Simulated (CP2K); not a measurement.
# AlNi (C2/m) in CP2K: notebook, part 2 of 2

CP2K 2026.2. Earlier steps stand in the parts before.

## 5. Single point, PBE

File alni_scf.inp:

```
&GLOBAL
  PROJECT alni_scf
  RUN_TYPE ENERGY_FORCE
  PRINT_LEVEL LOW
&END GLOBAL
&FORCE_EVAL
  METHOD QS
  STRESS_TENSOR ANALYTICAL
  &DFT
    BASIS_SET_FILE_NAME BASIS_MOLOPT
    BASIS_SET_FILE_NAME BASIS_MOLOPT_UZH
    POTENTIAL_FILE_NAME GTH_POTENTIALS
    &MGRID
      CUTOFF 600
      REL_CUTOFF 60
      NGRIDS 5
    &END MGRID
    &QS
      METHOD GPW
      EPS_DEFAULT 1.0E-10
    &END QS
    &KPOINTS
      SCHEME MONKHORST-PACK 5 9 5
      GAMMA_CENTERED T
      SYMMETRY T
      SYMMETRY_BACKEND SPGLIB
    &END KPOINTS
    &SCF
      SCF_GUESS ATOMIC
      EPS_SCF 1.0E-6
      MAX_SCF 100
      ADDED_MOS 20
      CHOLESKY OFF
      EPS_EIGVAL 1.0E-7
      &DIAGONALIZATION ON
        ALGORITHM STANDARD
      &END DIAGONALIZATION
      &MIXING ON
        METHOD BROYDEN_MIXING
        ALPHA 0.4
        BETA 1.5
        NBUFFER 8
      &END MIXING
      &SMEAR ON
        METHOD FERMI_DIRAC
        ELECTRONIC_TEMPERATURE [K] 580.226
      &END SMEAR
    &END SCF
    &XC
      &XC_FUNCTIONAL
        &GGA_X_PBE
        &END GGA_X_PBE
        &GGA_C_PBE
        &END GGA_C_PBE
      &END XC_FUNCTIONAL
    &END XC
    &PRINT
      &KPOINTS ON
      &END KPOINTS
      &MULLIKEN ON
      &END MULLIKEN
      &MO ON
        ENERGIES T
        OCCUPATION_NUMBERS T
        &EACH
          QS_SCF 0
        &END EACH
        ADD_LAST NUMERIC
      &END MO
      &LOWDIN ON
      &END LOWDIN
      &HIRSHFELD ON
        SHAPE_FUNCTION DENSITY
      &END HIRSHFELD
    &END PRINT
  &END DFT
  &SUBSYS
    &CELL
      A 5.3808049086 0.0000000000 0.0000000000
      B 1.2444237686 2.3853039325 0.0000000000
      C -1.1599606736 -0.7031717792 3.8808380000
      PERIODIC XYZ
    &END CELL
    &COORD
      SCALED
      Ni  0.2500000000 0.5000000000 0.5000000000
      Ni  0.7500000000 0.5000000000 0.5000000000
      Al  0.0000000000 0.0000000000 0.0000000000
      Al  0.5000000000 0.0000000000 0.0000000000
    &END COORD
    &KIND Ni
      BASIS_SET DZVP-MOLOPT-SR-GTH-q18
      POTENTIAL GTH-PBE-q18
    &END KIND
    &KIND Al
      BASIS_SET DZVP-MOLOPT-PBE-GTH-q3
      POTENTIAL GTH-PBE-q3
      POTENTIAL_FILE_NAME POTENTIAL_UZH
    &END KIND
    &PRINT
      &ATOMIC_COORDINATES ON
      &END ATOMIC_COORDINATES
      &CELL ON
      &END CELL
    &END PRINT
  &END SUBSYS
  &PRINT
    &FORCES ON
    &END FORCES
    &STRESS_TENSOR ON
    &END STRESS_TENSOR
  &END PRINT
&END FORCE_EVAL
```

Potentials or basis: GTH_POTENTIALS Ni GTH-PBE-q18; POTENTIAL_UZH Al GTH-PBE-q3; DZVP-MOLOPT-SR-GTH, DZVP-MOLOPT-PBE-GTH basis.

Command:

```
OMP_NUM_THREADS=1 cp2k.psmp -i alni_scf.inp -o alni_scf.out
```

alni_scf.out:

```text

 CP2K| version string:                                       CP2K version 2026.2
 CP2K| Input file name                                              alni_scf.inp

 GLOBAL| Force Environment number                                              1
 GLOBAL| Basis set file name                                        BASIS_MOLOPT
 GLOBAL| Potential file name                                      GTH_POTENTIALS
 GLOBAL| MM Potential file name                                     MM_POTENTIAL
 GLOBAL| Coordinate file name                                      __STD_INPUT__
 GLOBAL| Method name                                                        CP2K
 GLOBAL| Project name                                                   alni_scf
 GLOBAL| Run type                                                   ENERGY_FORCE
 GLOBAL| FFT library                                                       FFTW3
 GLOBAL| Diagonalization library                                       ScaLAPACK
 GLOBAL| Cholesky decomposition library                                ScaLAPACK
 GLOBAL| DGEMM library                                                      BLAS
 GLOBAL| Direct generalized diagonalization requested                          F
 GLOBAL| Matrix multiplication library                                 ScaLAPACK
 GLOBAL| Global print level                                                  LOW
 GLOBAL| Total number of message passing processes                             1
 GLOBAL| Number of threads for this process                                    1
 GLOBAL| CPU model name                                                  UNKNOWN

 CELL| Volume [angstrom^3]:                                            49.809993
 CELL| Vector a [angstrom]:       5.381     0.000     0.000   |a| =     5.380805
 CELL| Vector b [angstrom]:       1.244     2.385     0.000   |b| =     2.690402
 CELL| Vector c [angstrom]:      -1.160    -0.703     3.881   |c| =     4.111066
 CELL| Angle (b,c), alpha [degree]:                                   106.388906
 CELL| Angle (a,c), beta  [degree]:                                   106.388906
 CELL| Angle (a,b), gamma [degree]:                                    62.448749
 CELL| Numerically orthorhombic:                                              NO
 CELL| Periodicity                                                           XYZ

 CELL_REF| Volume [angstrom^3]:                                        49.809993
 CELL_REF| Vector a [angstrom     5.381     0.000     0.000   |a| =     5.380805
 CELL_REF| Vector b [angstrom     1.244     2.385     0.000   |b| =     2.690402
 CELL_REF| Vector c [angstrom    -1.160    -0.703     3.881   |c| =     4.111066
 CELL_REF| Angle (b,c), alpha [degree]:                               106.388906
 CELL_REF| Angle (a,c), beta  [degree]:                               106.388906
 CELL_REF| Angle (a,b), gamma [degree]:                                62.448749
 CELL_REF| Numerically orthorhombic:                                          NO
 CELL_REF| Periodicity                                                       XYZ

 GENERATE|  Preliminary Number of Bonds generated:                             0
 GENERATE|  Achieved consistency in connectivity generation.

 *******************************************************************************
 *******************************************************************************
 **            Copyright (C) by CP2K developers group (2000-2026)             **
 *******************************************************************************

 TOTAL NUMBERS AND MAXIMUM NUMBERS

  Total number of            - Atomic kinds:                                   2
                             - Atoms:                                          4
                             - Shell sets:                                     4
[... 116 lines left out ...]
     7 Broy./Diag. 0.40E+00    5.8     0.00194517      -342.8465347159 -1.10E-01
     8 Broy./Diag. 0.40E+00    5.9     0.00075030      -342.8024597995  4.41E-02
     9 Broy./Diag. 0.40E+00    5.9     0.00015661      -342.8252415336 -2.28E-02
    10 Broy./Diag. 0.40E+00    5.8     0.00005333      -342.8188311396  6.41E-03
    11 Broy./Diag. 0.40E+00    5.8     0.00004408      -342.8179277333  9.03E-04
    12 Broy./Diag. 0.40E+00    5.8     0.00003107      -342.8181534653 -2.26E-04
    13 Broy./Diag. 0.40E+00    5.9     0.00000962      -342.8181409717  1.25E-05
    14 Broy./Diag. 0.40E+00    5.9     0.00000197      -342.8182832888 -1.42E-04
    15 Broy./Diag. 0.40E+00    5.9     0.00000064      -342.8182913883 -8.10E-06

  *** SCF run converged in    15 steps ***

  Electronic density on regular grids:        -41.9999999470        0.0000000530
  Core density on regular grids:               41.9999999977       -0.0000000023
  Total charge density on r-space grids:        0.0000000507
  Total charge density g-space grids:           0.0000000507

  Overlap energy of the core charge distribution:               0.00000000000003
  Self energy of the core charge distribution:               -533.56190551162342
  Core Hamiltonian energy:                                    148.71840332155728
  Hartree energy:                                              77.61715489777438
  Exchange-correlation energy:                                -35.59157864833224
  Electronic entropic energy:                                  -0.00036544759707
  Fermi energy:                                                 0.37680610145139

  Total energy:                                              -342.81829138827214
  Total energy (extrapolated to T->0):                       -342.81810866447358

 MO| EIGENVALUES AND OCCUPATION NUMBERS FOR K POINT 1
 MO|
 MO|  Index      Eigenvalue [a.u.]        Eigenvalue [eV]             Occupation
 MO|      1              -3.504900             -95.373178               2.000000
 MO|      2              -3.504859             -95.372060               2.000000
 MO|      3              -1.918488             -52.204725               2.000000
 MO|      4              -1.918430             -52.203148               2.000000
 MO|      5              -1.907746             -51.912395               2.000000
 MO|      6              -1.907728             -51.911927               2.000000
[... 644 lines left out ...]
 MO|     40               1.304530              35.498065               0.000000
 MO|     41               1.338801              36.430630               0.000000
 MO| Sum:                                                              40.002376
 MO| E(Fermi):            0.376806 a.u.         10.253415 eV

 [... the levels of further k-points ...]

 !-----------------------------------------------------------------------------!
                     Mulliken Population Analysis

 #  Atom  Element  Kind  Atomic population                           Net charge
       1     Ni       1         18.772204                             -0.772204
       2     Ni       1         18.772204                             -0.772204
       3     Al       2          2.227798                              0.772202
       4     Al       2          2.227795                              0.772205
 # Total charge                             42.000000                  0.000000

 !-----------------------------------------------------------------------------!

 !-----------------------------------------------------------------------------!
                           Hirshfeld Charges

  #Atom  Element  Kind  Ref Charge     Population                    Net charge
      1       Ni     1      18.000         18.087                        -0.087
      2       Ni     1      18.000         18.087                        -0.087
      3       Al     2       3.000          2.913                         0.087
      4       Al     2       3.000          2.913                         0.087

  Total Charge                                                           -0.000
 !-----------------------------------------------------------------------------!

 LOWDIN POPULATION ANALYSIS

 #  Atom  Element  Kind  Atomic population                           Net charge
       1     Ni       1         19.043250                             -1.043250
       2     Ni       1         19.043250                             -1.043250
       3     Al       2          1.956750                              1.043250
       4     Al       2          1.956750                              1.043250
 # Total charge                             42.000000                  0.000000

 ENERGY| Total FORCE_EVAL ( QS ) energy [hartree]           -342.818294049398958

 FORCES| Atomic forces [hartree/bohr]
 FORCES|   Atom     x               y               z               |f|
 FORCES|      1 -1.85579753E-08  7.17746957E-09 -3.38212561E-09   2.01829950E-08
 FORCES|      2  1.62323964E-08 -7.63166523E-09 -2.52213720E-09   1.81133703E-08
 FORCES|      3  1.08018026E-09  3.23417763E-12  2.80988299E-09   3.01035584E-09
 FORCES|      4  1.22832741E-09  4.71682567E-10  3.03709301E-09   3.30986504E-09
 FORCES| Sum    -1.70712012E-11  2.07210926E-11 -5.72868100E-11
 FORCES| Total atomic force                                       6.32658532E-11

 STRESS| Analytical stress tensor [bar]
 STRESS|                        x                   y                   z
 STRESS|      x        2.06247285367E+04   1.24110243877E+04  -9.89244739872E+03
 STRESS|      y        1.24110243877E+04   1.54266454915E+04  -3.64338106207E+03
 STRESS|      z       -9.89244739872E+03  -3.64338106207E+03   2.57275555930E+04
 STRESS| 1/3 Trace                                             2.05929765404E+04
 STRESS| Determinant                                           3.33403830924E+12

 STRESS| Eigenvectors and eigenvalues of the analytical stress tensor [bar]
 STRESS|                        1                   2                   3
 STRESS| Eigenvalues   4.67109257884E+03   1.84759018930E+04   3.86319351494E+04
 STRESS|      x          -0.674355395115      0.356615578458      0.646583428708
 STRESS|      y           0.712598375133      0.543781016011      0.443289704803
 STRESS|      z          -0.193515779296      0.759689104718     -0.620825343664
```

It took 1.7 min on 1 thread of Arm Neoverse V1, shared host; peak memory 0.44 GiB.

What came out:

```yaml
Free_energy: -9328.5602 eV
Pressure: 2.1 GPa
Band_gap_on_the_k_mesh: none (metal or under the smearing width)
Mulliken_charges: Ni -0.77; Al +0.77 e
Hirshfeld_charges: Ni -0.09; Al +0.09 e
```

Caveat: Mulliken charges move with the basis; the basis of atomic orbitals isn't converged, which shifts pressures, moduli and gaps.

## 6. Single point, PBE, collinear spin, ferrimagnetic start

alni_scf.inp, as its differences from that of step 5:

```diff
@@ -12,2 +12,4 @@
     POTENTIAL_FILE_NAME GTH_POTENTIALS
+    UKS T
+    MULTIPLICITY 1
     &MGRID
@@ -30,4 +32,4 @@
       EPS_SCF 1.0E-6
-      MAX_SCF 100
-      ADDED_MOS 20
+      MAX_SCF 150
+      ADDED_MOS 20 20
       CHOLESKY OFF
@@ -38,6 +40,6 @@
       &MIXING ON
-        METHOD BROYDEN_MIXING
+        METHOD PULAY_MIXING
         ALPHA 0.4
         BETA 1.5
-        NBUFFER 8
+        NBUFFER 6
       &END MIXING
@@ -49,7 +51,3 @@
     &XC
-      &XC_FUNCTIONAL
-        &GGA_X_PBE
-        &END GGA_X_PBE
-        &GGA_C_PBE
-        &END GGA_C_PBE
+      &XC_FUNCTIONAL PBE
       &END XC_FUNCTIONAL
@@ -85,4 +83,4 @@
       SCALED
-      Ni  0.2500000000 0.5000000000 0.5000000000
-      Ni  0.7500000000 0.5000000000 0.5000000000
+      Ni1 0.2500000000 0.5000000000 0.5000000000
+      Ni2 0.7500000000 0.5000000000 0.5000000000
       Al  0.0000000000 0.0000000000 0.0000000000
@@ -90,5 +88,13 @@
     &END COORD
-    &KIND Ni
+    &KIND Ni1
+      ELEMENT Ni
       BASIS_SET DZVP-MOLOPT-SR-GTH-q18
       POTENTIAL GTH-PBE-q18
+      MAGNETIZATION 1.0
+    &END KIND
+    &KIND Ni2
+      ELEMENT Ni
+      BASIS_SET DZVP-MOLOPT-SR-GTH-q18
+      POTENTIAL GTH-PBE-q18
+      MAGNETIZATION -0.5
     &END KIND
```

Potentials or basis: GTH_POTENTIALS Ni GTH-PBE-q18; POTENTIAL_UZH Al GTH-PBE-q3; DZVP-MOLOPT-SR-GTH, DZVP-MOLOPT-PBE-GTH basis.

Command:

```
OMP_NUM_THREADS=1 cp2k.psmp -i alni_scf.inp -o alni_scf.out
```

It took 4.2 min on 1 thread of Arm Neoverse V1, shared host; peak memory 0.57 GiB.

The run converged. Its results:

* Free energy: -9328.5606 eV
* Pressure: 2.1 GPa
* Band gap on the k mesh: none (metal or under the smearing width)
* Net moment: 0.00 μB per cell
* Absolute moment: 0.00 μB per cell
* Mulliken charges: Ni -0.77; Al +0.77 e
* Hirshfeld charges: Ni -0.09; Al +0.09 e

Stress tensor (GPa, compression positive):
```
 2.06  1.24 -0.99
 1.24  1.54 -0.36
-0.99 -0.36  2.57
```

Levels at points of the mesh, in eV from the Fermi level:
Spin up:
```csv
k point,band 17,band 18,band 19,band 20,band 21,band 22,band 23,band 24,band 25,band 26
"(0.00, 0.00, 0.00)",-1.58,-1.53,-1.36,-1.23,-0.46,0.37,2.70,2.82,5.69,7.96
```
Spin down:
| k point | band 18 | band 19 | band 20 | band 21 | band 22 | band 23 | band 24 | band 25 |
| --- | --- | --- | --- | --- | --- | --- | --- | --- |
| (0.00, 0.00, 0.00) | -1.53 | -1.36 | -1.23 | -0.46 | 0.37 | 2.70 | 2.82 | 5.69 |

Caveat: Mulliken charges move with the basis; the basis of atomic orbitals isn't converged, which shifts pressures, moduli and gaps.

## 7. Single point, PBE, collinear spin, zero start

alni_scf.inp, as its differences from that of step 6:

```diff
@@ -83,4 +83,4 @@
       SCALED
-      Ni1 0.2500000000 0.5000000000 0.5000000000
-      Ni2 0.7500000000 0.5000000000 0.5000000000
+      Ni  0.2500000000 0.5000000000 0.5000000000
+      Ni  0.7500000000 0.5000000000 0.5000000000
       Al  0.0000000000 0.0000000000 0.0000000000
@@ -88,13 +88,5 @@
     &END COORD
-    &KIND Ni1
-      ELEMENT Ni
+    &KIND Ni
       BASIS_SET DZVP-MOLOPT-SR-GTH-q18
       POTENTIAL GTH-PBE-q18
-      MAGNETIZATION 1.0
-    &END KIND
-    &KIND Ni2
-      ELEMENT Ni
-      BASIS_SET DZVP-MOLOPT-SR-GTH-q18
-      POTENTIAL GTH-PBE-q18
-      MAGNETIZATION -0.5
     &END KIND
```

Command:

```
OMP_NUM_THREADS=1 cp2k.psmp -i alni_scf.inp -o alni_scf.out
```

It took 2.9 min on 1 thread of Arm Neoverse V1, shared host; peak memory 0.55 GiB.

The run converged. Its results:

```yaml
Free_energy: -9328.5606 eV
Pressure: 2.1 GPa
Band_gap_on_the_k_mesh: none (metal or under the smearing width)
Net_moment: 0.00 μB per cell
Absolute_moment: 0.00 μB per cell
Mulliken_charges: Ni -0.77; Al +0.77 e
Hirshfeld_charges: Ni -0.09; Al +0.09 e
```

Stress tensor (GPa, compression positive):
```
 2.06  1.24 -0.99
 1.24  1.54 -0.36
-0.99 -0.36  2.57
```

Levels at points of the mesh, in eV from the Fermi level:
Spin up:
| k point | band 17 | band 18 | band 19 | band 20 | band 21 | band 22 | band 23 | band 24 | band 25 | band 26 |
| --- | --- | --- | --- | --- | --- | --- | --- | --- | --- | --- |
| (0.00, 0.00, 0.00) | -1.58 | -1.53 | -1.36 | -1.23 | -0.46 | 0.37 | 2.70 | 2.82 | 5.69 | 7.96 |
Spin down:
```csv
k point,band 19,band 20,band 21,band 22,band 23,band 24
"(0.00, 0.00, 0.00)",-1.36,-1.23,-0.46,0.37,2.70,2.82
```

Caveat: Mulliken charges move with the basis; the basis of atomic orbitals isn't converged, which shifts pressures, moduli and gaps.

## 8. Summary

| spin | MAX_SCF | MIXING METHOD | NBUFFER | MULTIPLICITY of the start | ADDED_MOS | gap on the mesh (eV) | pressure (GPa) | moment (μB) |
| --- | --- | --- | --- | --- | --- | --- | --- | --- |
| collinear, ferromagnetic start | 150 | PULAY_MIXING | 6 | 3 | [20, 22] | - | 2.1 | 0.00 |
| collinear, antiferromagnetic start | 150 | PULAY_MIXING | 6 | 1 | [20, 20] | none | 2.1 | 0.00 |
| off | 100 | BROYDEN_MIXING | 8 | - | [20] | none | 2.1 | - |
| collinear, ferrimagnetic start | 150 | PULAY_MIXING | 6 | 1 | [20, 20] | none | 2.1 | 0.00 |
| collinear, zero start | 150 | PULAY_MIXING | 6 | 1 | [20, 20] | none | 2.1 | 0.00 |

Alike in all rows: task single point; level PBE; potentials or basis GTH_POTENTIALS Ni GTH-PBE-q18; POTENTIAL_UZH Al GTH-PBE-q3; DZVP-MOLOPT-SR-GTH, DZVP-MOLOPT-PBE-GTH basis; cell as given; k mesh 5 × 9 × 5; smearing fermi-dirac 0.05 eV.

Caveats: the basis of atomic orbitals isn't converged, which shifts pressures, moduli and gaps; the total moment is fixed, so each spin has its own Fermi level (some runs).

Absolute energies hang on the potentials; compare differences alone.
